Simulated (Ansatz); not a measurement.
**Calculated quadrupolar parameters for SiO2**

The cell is a computed structure from the Materials Project (it need not be an observed phase), atoms as given.

```
CELL_PARAMETERS angstrom
-6.51703 6.51703 2.62404
6.51703 -6.51703 2.62404
6.51703 6.51703 -2.62404
ATOMIC_POSITIONS crystal
Si 0.21021 0.38130 0.59151
Si 0.38130 0.78979 0.17109
Si 0.61870 0.21021 0.82891
Si 0.78979 0.38130 0.17109
Si 0.21021 0.61870 0.82891
Si 0.78979 0.61870 0.40849
Si 0.38130 0.21021 0.59151
Si 0.61870 0.78979 0.40849
O 0.89285 0.10715 0.50000
O 0.10715 0.60715 0.21429
O 0.39285 0.89285 0.78571
O 0.60715 0.39285 0.50000
O 0.10715 0.89285 0.50000
O 0.89285 0.39285 0.78571
O 0.60715 0.10715 0.21429
O 0.39285 0.60715 0.50000
O 0.24304 0.50000 0.74304
O 0.50000 0.75696 0.25696
O 0.50000 0.24304 0.74304
O 0.75696 0.50000 0.25696
O 0.31326 0.31326 0.62653
O 0.31326 0.68674 0.00000
O 0.68674 0.31326 0.00000
O 0.68674 0.68674 0.37347
```

Sites (sets of like atoms) are named by element and the number of their first atom in this list.

Method: Kohn–Sham DFT in Ansatz, r2SCAN, plane waves and PAW, scalar-relativistic, 500 eV cutoff, Γ-centred 5×5×5 k-points, Fermi–Dirac smearing 0.02 eV.

Conventions: |V_zz| ≥ |V_yy| ≥ |V_xx|, η = (V_xx − V_yy)/V_zz, C_Q = eQV_zz/h. Directions are in the Cartesian axes of the cell vectors above, for the atom listed; none is given where the gradient is under 0.02 or η is above 0.95.

```json
{"site": "Si", "first atom": "1", "first shell": "4 O at 1.61 Å", "V_zz (10²¹ V/m²)": "0.89", "η": "0.40", "direction of V_zz (x, y, z)": "-0.04 1.00 0.00"}
{"site": "O9", "first atom": "9", "first shell": "2 Si at 1.61 Å, angle 151°", "V_zz (10²¹ V/m²)": "9.45", "η": "0.13", "direction of V_zz (x, y, z)": "0.38 0.38 0.84"}
{"site": "O17", "first atom": "17", "first shell": "2 Si at 1.61 Å, angle 149°", "V_zz (10²¹ V/m²)": "9.44", "η": "0.18", "direction of V_zz (x, y, z)": "1.00 0.00 0.00"}
{"site": "O21", "first atom": "21", "first shell": "2 Si at 1.61 Å, angle 157°", "V_zz (10²¹ V/m²)": "9.56", "η": "0.07", "direction of V_zz (x, y, z)": "-0.71 0.71 0.00"}
```

At O9 and O17 V_zz runs parallel to the line that joins its two neighbours (within 1°) in each case. At O21 V_zz points along the line of its two bonds (within 1°).
